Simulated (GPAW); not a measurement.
## HgSe: band structure with OLYP

HgSe:

```
Hg Se
1.0
     0.00000    3.03900    3.03900
     3.03900    0.00000    3.03900
     3.03900    3.03900    0.00000
Hg Se
1 1
Direct
  0.00000 0.00000 0.00000
  0.25000 0.25000 0.25000
```

- Program: GPAW 26.7.0
- Task: band structure
- Functional: OLYP
- Potentials or basis: PAW data sets generated in the run's folder for this functional
- Cutoff: 600 eV
- Basis: pw
- k mesh: 6 × 6 × 6
- Occupations: fermi-dirac, width 0.05 eV
- Spin: spin-orbit coupling, no magnetisation
- Eigensolver: davidson
- Maxiter: 150
- Band path: GXWKGLUWLK,UX
- Band points: 100
- spin axis theta (degrees): 90
- spin axis phi (degrees): 45
- Soc after scf: second variation

* Pressure: 6.8 GPa
* Band gap along the path: none (metal or under the smearing width)

Levels at the corners of the path, in eV from the Fermi level:
```csv
point,band 22,band 23,band 24,band 25,band 26,band 27
Γ,-0.26,-0.01,-0.01,-0.01,-0.01,4.63
X,-2.35,-2.29,-2.29,2.98,2.98,3.47
W,-2.52,-2.45,-2.33,3.59,3.79,5.43
K,-2.73,-1.95,-1.87,3.08,3.18,4.80
Γ,-0.26,-0.01,-0.01,-0.01,-0.01,4.63
L,-1.15,-0.93,-0.93,1.38,1.38,6.07
U,-2.73,-1.95,-1.87,3.08,3.18,4.80
W,-2.52,-2.45,-2.33,3.59,3.79,5.43
L,-1.15,-0.93,-0.93,1.38,1.38,6.07
K,-2.73,-1.95,-1.87,3.08,3.18,4.80
U,-2.73,-1.95,-1.87,3.08,3.18,4.80
X,-2.35,-2.29,-2.29,2.98,2.98,3.47
```

Run time: 2.1 min on 1 thread of Intel(R) Xeon(R) Processor @ 2.50GHz (Skylake/Cascade Lake), on a shared host, peak memory 0.34 GiB.

Caveat: spin-orbit coupling was added after a scalar SCF, so levels and gaps hold it while energy, forces, pressure and moments don't; this program's spin-orbit splittings come out too wide for heavy elements.
